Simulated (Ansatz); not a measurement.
Here is an Ansatz 0.2.0 calculation.

File input.yaml:

```yaml
crystal:
  lattice: { a: 2.67, b: 2.67, c: 4.966, alpha: 90.0, beta: 90.0, gamma: 120.0 }
  space_group: 194
  reduce_to_primitive: true
  atoms:
    - { symbol: Zn, wyckoff: "2c", position: [0.6666666667, 0.3333333333, 0.75] }
hamiltonian:
  xc: revpbe0
  pseudopotentials: { kind: paw, partial_waves: polarizable }
kpoints:
  mp_grid: { grid: [8, 8, 4] }
scf:
  occupations: { method: fermi_dirac, width: 0.05 }
output:
  forces: true
  stress: true
  eigenvalues: true
  bader: true
  populations: true
```

Potentials or basis: Ansatz PAW polarizable.

Command:

```console
$ ansatz run input.yaml --threads 1 --pin off --max-ram 2560MiB --backend cpu --events-out ev --progress --plain --runs-dir out
```

(1) What does it give for the pressure?

(2) Estimate the band gap on the k mesh.

Answers

(1) 1.0 GPa.

(2) none (metal or under the smearing width).

Caveat: the PAW data sets come from PBE, with cores solved anew for the run's functional, which leaves a small shift of forces and pressure; the thresholds are loose for stress.
